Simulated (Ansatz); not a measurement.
Structure types of F were relaxed at one common pressure (all-electron LAPW in Ansatz 0.2.0 under PBE, scalar-relativistic, no spin polarisation, zero temperature). They take these volumes:

| type | space group | V (Å³/atom) |
| --- | --- | --- |
| fcc | Fm-3m | 8.01 |
| bcc | Im-3m | 8.02 |
| distorted hcp | P6_3/mmc | 8.28 |
| distorted hexagonal | P6/mmm | 8.71 |
| distorted omega | P6/mmm | 8.63 |
| diamond | Fd-3m | 10.92 |

Problem. At about which pressure, and is the densest type also the lowest in enthalpy?

Solution. 23 GPa. The densest types tie within 0.02 Å³/atom, and distorted hexagonal is the lowest in enthalpy.
